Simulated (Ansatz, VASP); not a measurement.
# One calculation of MgO, two programs

Contents of POSCAR:

```
MgO
1.0
    2.6376026588      0.0142535303      0.0142535303
    0.0142535303      2.6376026588      0.0142535303
    0.0142535303      0.0142535303      2.6376026588
Mg O
1 1
Direct
    0.0000000000      0.0000000000      0.0000000000
    0.5000000000      0.5000000000      0.5000000000
```

Contents of INCAR.step1:

```
ALGO     = Normal         # electronic algorithm
EDIFF    = 1E-4           # SCF threshold, eV
ENCUT    = 520            # plane-wave cutoff, eV
GGA      = PE             # functional
ISMEAR   = 0              # smearing method
LASPH    = True           # aspherical terms in the spheres
LCHARG   = False          # write CHGCAR
LREAL    = False          # projectors in reciprocal space
LWAVE    = True           # write WAVECAR
NBANDS   = 11             # bands
NELM     = 80             # most SCF steps
PREC     = Accurate       # precision mode
SIGMA    = 0.01           # smearing width, eV
```

File INCAR.step2:

```
ALGO     = Normal         # electronic algorithm
EDIFF    = 1E-6           # SCF threshold, eV
ENCUT    = 520            # plane-wave cutoff, eV
ISIF     = 2              # what is computed and relaxed
ISMEAR   = 0              # smearing method
ISTART   = 1            
LASPH    = True           # aspherical terms in the spheres
LCHARG   = True           # write CHGCAR
LELF     = True           # ELF
LMIXTAU  = True         
LREAL    = False          # projectors in reciprocal space
LVHAR    = True         
LWAVE    = False          # write WAVECAR
METAGGA  = R2SCAN         # meta-GGA
NBANDS   = 11             # bands
NELM     = 80             # most SCF steps
PREC     = Accurate       # precision mode
SIGMA    = 0.01           # smearing width, eV
```

The input KPOINTS:

```
k-points
0
Gamma
  10 10 10
```

Input for Ansatz:

```yaml
crystal:
  lattice:
    - [2.6376026588, 0.0142535303, 0.0142535303]
    - [0.0142535303, 2.6376026588, 0.0142535303]
    - [0.0142535303, 0.0142535303, 2.6376026588]
  atoms:
    - { symbol: Mg, position: [0.0, 0.0, 0.0] }
    - { symbol: O, position: [0.5, 0.5, 0.5] }
kpoints:
  mp_grid: { grid: [10, 10, 10] }
  band_path:
    path: [[0.0, 0.0, 0.0], [0.0, 0.5, 0.0], [0.5, 0.5, 0.0], [0.5, 0.5, 0.5]]
    npoints: 1
hamiltonian:
  xc: r2scan
scf:
  occupations: { method: fixed }
  n_extra_bands: 4
output:
  forces: true
  stress: true
  eigenvalues: true
```

Change from the starting cell: shear_111 strain +1.6%.

Alike in both runs: task single point; functional r2SCAN; k mesh 10 × 10 × 10; no spin polarisation.

```csv
,VASP,Ansatz
version,VASP 6.6.1,Ansatz 0.2.0
potentials or method,"VASP PAW PBE potentials, release 64 (Mg, O)","plane waves, PAW"
plane-wave cutoff (eV),520,500
occupations,"gaussian, width 0.01 eV",fixed
valence electrons in the cell,8,16
```

|  | VASP | Ansatz | Ansatz less VASP |
| --- | --- | --- | --- |
| gap on the k mesh at the Fermi level (eV) | 3.30 | 3.34 | +0.040 |
| pressure (GPa) | -3.6 | -2.4 | +1.16 |
| largest component of the traceless stress (GPa) | 0.73 | 0.71 | -0.019 |

The two sets of potentials don't hold the same shells in valence.

Caveats: the PAW data sets were made with another functional, which shifts forces and pressure a little (VASP). A k mesh can miss the band edges.
